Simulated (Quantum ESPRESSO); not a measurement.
Runs of Quantum ESPRESSO 7.5 on As. The structure is trigonal, space group R-3m (No. 166). The conventional cell has a = 3.762 Å, b = 3.762 Å, c = 10.542 Å, α = 90.00°, β = 90.00°, γ = 120.00°. As (site symmetry 3m) has 3 As at 2.51 Å as nearest neighbours. 

```tsv
level	k mesh	form of the LDA correlation	SCF threshold	symmetry	gap on the mesh (eV)	pressure (GPa)	largest force (eV/Å)
LDA	9 × 9 × 9	PZ81	4e-10 Ry	-	none	2.3	0.64
SCAN	7 × 7 × 7	-	1e-08 Ry	off	none	3.8	0.38
vdW-DF-cx	9 × 9 × 9	-	4e-10 Ry	-	none	3.1	(b)
TASK	7 × 7 × 7	-	1e-08 Ry	off	-	6.8	0.11
PBEsol	9 × 9 × 9	-	4e-10 Ry	-	none	2.3	0.61
RPBE	9 × 9 × 9	-	4e-10 Ry	-	none	4.8	0.43
revPBE	9 × 9 × 9	-	4e-10 Ry	-	none	4.6	0.45
r2SCAN	7 × 7 × 7	-	1e-08 Ry	off	none	(c)	(a)
AM05	9 × 9 × 9	-	4e-10 Ry	-	none	2.3	0.59
```

Alike in all rows: task band structure; potentials or basis SG15 PBE 1.2; no spin polarisation; cell as given; cutoff (eV) 952; smearing fermi-dirac 0.05 eV.

Problem. Fill in the values left out.

Solution. (a) 0.33; (b) 0.60; (c) 3.6.

Caveats: the potentials were made for another functional, which shifts forces and pressure.

A k mesh can miss the band edges, and the runs leave out spin-orbit coupling on As.

A gap of «none» marks a metal or a gap under the smearing width.

Runs at the PBE level aren't shown here.
